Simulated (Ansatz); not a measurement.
Input and command of a calculation in Ansatz (plane waves; scalar-relativistic PAW potentials unless the input names others):

```yaml
crystal:
  lattice:
    - [3.0806203173, 0.0, 0.0]
    - [0.0, 4.3566550333, 0.0]
    - [0.0, 0.0, 23.1612406347]
  atoms:
    - { symbol: Si, position: [0.5, 0.5, 0.3669924308] }
    - { symbol: C, position: [0.0, 0.25, 0.3669924308] }
    - { symbol: Si, position: [0.0, 0.0, 0.4334962154] }
    - { symbol: C, position: [0.5, 0.75, 0.4334962154] }
    - { symbol: Si, position: [0.5, 0.4915152583, 0.4991937891] }
    - { symbol: C, position: [0.0, 0.2436154907, 0.5005781823] }
    - { symbol: Si, position: [0.0, -0.0035247314, 0.5688779071] }
    - { symbol: C, position: [0.5, 0.7515407235, 0.5667978042] }
    - { symbol: Si, position: [0.5, 0.4457354534, 0.6221855253] }
    - { symbol: C, position: [0.0, 0.2507738113, 0.6332905283] }
basis:
  ecutwfc: 420
kpoints:
  mp_grid: { grid: [9, 6, 1] }
hamiltonian:
  xc: pbesol
scf:
  occupations: { method: gaussian, width: 0.05 }
  max_iter: many
output:
  forces: true
  eigenvalues: true
efield:
  axis: 3
  dipole_correction: true
  ramp_width: 0.04
```

```bash
ansatz run input.yaml --threads 1 --pin off --max-ram 2560MiB --backend cpu --events-out ev --progress --plain --runs-dir out
```

Will this input run?

The program refuses it, because of a value of the wrong type (scf.max_iter: not typed → "many"). Without that key it is accepted.

Abridged log:
```
Error: YAML parse error: error: line 25 column 13: invalid u64
  --> <input>:25:13
   |
23 | scf:
24 |   occupations: { method: gaussian, width: 0.05 }
25 |   max_iter: many
   |             ^ invalid u64
26 | output:
27 |   forces: true
   |
```